How much of germanium's band structure follows from a few of its points? The two ends of the filled levels call for different pictures. Near the bottom the electrons behave almost as free waves, while near the top they are better described as p orbitals that pass electrons between neighbouring atoms. Each picture is set up below on known points and then used at two others.

Kohn–Sham levels of diamond-structure germanium (two-atom cell, edges 4.001 Å) from VASP 6.6.1 with PBE and PAW potentials, without spin polarisation or spin–orbit coupling. The plane-wave cutoff is 500 eV, the k mesh 8×8×8 and the Gaussian smearing width 0.02 eV. Levels are counted from the valence top on this mesh.

```
point a (reciprocal cell vector)  point b (reciprocal cell vector)  point c (reciprocal cell vector)  level under 4 (eV)  level under 3 (eV)  level under 2 (eV)  level under 1 (eV)  level over 1 (eV)  level over 2 (eV)
                          0.0000                            0.0000                            0.0000             -12.777               0.000               0.000               0.000              0.063              2.537
                          0.5000                            0.0000                            0.0000             -10.695              -7.607              -1.412              -1.412              0.187              3.720
                         -0.1250                            0.1250                            0.0000             -12.276              -3.626              -1.752              -0.384              1.728              3.106
                         -0.2500                            0.2500                            0.0000                   ?                   ?                   ?                   ?                  ?                  ?
                          0.3750                            0.3750                            0.0000                   ?                   ?                   ?                   ?                  ?                  ?
                         -0.3750                            0.5000                            0.1250              -8.846              -8.846              -3.557              -3.557              1.927              1.927
                         -0.2500                            0.5000                            0.2500              -8.796              -8.796              -3.923              -3.923              4.317              4.317
```

All energies are in eV from the valence top. "Level under 4" is the lowest of the four filled levels, "level under 1" the highest, and "level over 1" the lowest empty one. The first two rows are the zone centre Γ and the point L, and the third lies a third of the way from Γ to K. The open rows lie two thirds of the way from Γ to K (the K-side point) and three quarters of the way from Γ to X (the X-side point). The last two rows are halfway from X to W, and W itself.

**The lowest level**

A free electron gains energy as the square of its wave vector k. The crystal lowers this energy by mixing in waves shifted by a reciprocal lattice vector G, and the mixing grows as a shifted wave comes closer in energy. With k in units of 2π/a, where a is the cube edge, second-order perturbation theory gives

E(k) = E(Γ) + E₀k² − (V²/E₀)[S(k) − S(Γ)]

S(k) = sum over the eight shortest G of 1/(|k + G|² − k²)

E₀, the free-electron energy at k = 1, follows from the cube edge alone, here 5.658 Å, and is 4.699 eV. At L two waves have equal energy and the lattice splits them by 2V, so half the splitting of the two lowest levels there gives V = 1.544 eV. This is an effective strength, since it absorbs whatever else acts on that pair.

The X-side point has k = 0.75 along a cube axis. Four shifted waves then have a denominator of 3 − 1.5 = 1.5 and four have 3 + 1.5 = 4.5, whereas at Γ all eight have 3. The estimate runs:

free-electron rise: 0.75² × 4.699 = 2.643 eV
change of the sum: 4/1.5 + 4/4.5 − 8/3 = 0.889
lattice lowering: (1.544²/4.699) × 0.889 = 0.451 eV
E = −12.777 + 2.643 − 0.451 = −10.59 eV

No computed levels other than those at Γ and L were used. The same steps give −10.97 eV at the K-side point. Second order exaggerates the lowering when a shifted wave comes close in energy. At X it ends 0.26 eV below the value extrapolated from the X–W edge. Both forecasts therefore carry ±0.2 eV, and a miss should be on the low side.

**The highest filled level**

Towards K, one combination of p orbitals lies in a cube face and at right angles to k. A mirror plane that contains k reverses this combination but leaves s orbitals unchanged, so the two cannot mix. With hopping between nearest neighbours only, its energy is

E = 2E(L) sin²(πq/2)

where q is the component of k along a cube axis and E(L) is the highest filled level at L. On this line two components of k have the same size and the third is zero; q is that common size. At the third row this gives −0.41 eV, close to the highest computed level at −0.384 eV and far from the next at −1.752 eV, so this combination is the top level there. At the K-side point q = 0.5 and the sine squared is one half, so the model puts the level exactly at the L value. The forecast is −1.41 ± 0.15 eV; the bar is a judgement, about five times the miss at the third row. At L a threefold axis pairs the top two levels. No symmetry does so on the line to K, so no partner at the same energy is expected.

The same model makes the level flat from X to W, but the computed one drops by 0.37 eV from the halfway point to W. It also lies 0.7 to 1.1 eV below the model on these two rows. Hopping to farther atoms, or orbitals outside the model, could cause this; the table does not separate them. For the point near X it is therefore safer to take the hopping from X than from L. If the level follows a single cosine along the edge, its value at X is 2 × (−3.557) + 3.923 = −3.191 eV.

Along the line from Γ to X, the two p orbitals at right angles to k are equivalent under the crystal's fourfold symmetry, so without spin–orbit coupling their levels must coincide. Their energy is

E = P − √[P² cos²(πq/2) + R² sin²(πq/2)]

Here q is the component of k towards X, P is half of "level over 2" at Γ, the antibonding partner of the p levels at the valence top, and R is P minus the level at X. With q = 0.75 this gives a paired level at −2.88 ± 0.25 eV. Hopping taken from L would have given −2.54 eV.

**The lowest empty level**

The orbital picture is a poor guide to the empty levels: it allows no change along the X–W edge, yet the lowest one rises by 2.39 eV from the halfway point to W. Germanium is known, however, to have a conduction valley towards X, a few tenths of an eV above the one at L. This rough recalled knowledge suggests 0.4 to 1.0 eV at the X-side point, above the level at L.

The withheld rows as computed:

```
point a (reciprocal cell vector)  point b (reciprocal cell vector)  point c (reciprocal cell vector)  level under 4 (eV)  level under 3 (eV)  level under 2 (eV)  level under 1 (eV)  level over 1 (eV)  level over 2 (eV)
                         -0.2500                            0.2500                            0.0000             -10.896              -6.530              -3.882              -1.513              1.959              4.771
                          0.3750                            0.3750                            0.0000             -10.542              -6.913              -2.822              -2.822              0.562              1.554
```

**What the computed levels show**

Both lowest levels fall inside their ranges. The model is too low by 0.07 eV at the K-side point and by 0.04 eV at the X-side point, on the side anticipated. The free-electron parabola without the lattice term would have been too high by 0.4 to 0.5 eV. The bottom band is thus close to free, but its coupling to the lattice matters well before the zone boundary. At X itself no gap opens between the two lowest levels, because the waves scattered by the two like atoms of the cell cancel. In gallium arsenide the atoms differ, the cancellation is incomplete, and the two levels part.

The highest filled level at the K-side point is −1.513 eV, 0.10 eV below the forecast and still within its range, so the equality with L is only approximate. It has no partner, as expected: the next level lies 2.369 eV lower. At the third row the model was slightly too low; here it is too high, and on the X–W edge it is much too high. Nearest-neighbour hopping describes the top of the band well near Γ and loses accuracy towards the X–W edge; at L it is exact only because it was set there.

At the X-side point the top two levels coincide, as symmetry demands, and lie 0.06 eV above the forecast. Hopping taken from L would have missed by 0.28 eV, so the nearer reference was the better one.

The lowest empty level at the X-side point is 0.562 eV, inside its range and 0.375 eV above L. This is one point in the valley, not necessarily its bottom. The computed order of the valleys, however, is not that of real germanium. At the volume used here, close to the measured one, PBE puts the conduction minimum at Γ, only 0.063 eV above the valence top, whereas real germanium has it at L with a gap of roughly 0.7 eV. Spin–orbit coupling, left out here, would raise the valence top by about 0.1 eV and probably close the computed gap. The larger volume that PBE itself prefers would be expected to close it too.

The output below lists the model values beside the computed levels.

The analysis program printed:

```
free-electron energy at X above the band bottom, eV: 4.699
effective strength of the lattice waves, half the L splitting, eV: 1.544
middle of the two lowest L levels, model, eV: -9.126
middle of the two lowest L levels, computed, eV: -9.151
lowest level at X, second order less value extrapolated from the X-W edge, eV: -0.2647
lowest level by the bare parabola, rows 3 to 5, eV: -12.19, -10.43, -10.13
lowest level by second order, rows 3 to 5 (bar 0.2 on rows 4 and 5), eV: -12.27, -10.97, -10.59
lowest level computed, rows 3 to 5, eV: -12.28, -10.9, -10.54
second order less computed, rows 3 to 5, eV: 0.001768, -0.07287, -0.04301
highest filled level in eV (bar 0.15 on row 4 and 0.25 on row 5):
     row    model  computed      miss
     0.0        0         0         0
     0.5   -1.412    -1.412  2.22e-16
  -0.125  -0.4136    -0.384  -0.02957
   -0.25   -1.412    -1.513     0.101
   0.375    -2.88    -2.822  -0.05804
  -0.375   -2.824    -3.557     0.733
   -0.25   -2.824    -3.923     1.099
highest filled level at X extrapolated from the X-W edge, eV: -3.191
rival forecast for row 5 with hopping from L, eV: -2.544
gap between the top two filled levels, rows 4 and 5, eV: 2.369, 0
lowest empty level of row 5 (forecast 0.4 to 1.0), eV: 0.562
lowest empty level of row 5 less that of L, eV: 0.375
change from halfway X-W to W of lowest, highest filled and lowest empty level, eV: 0.05, -0.366, 2.39
```
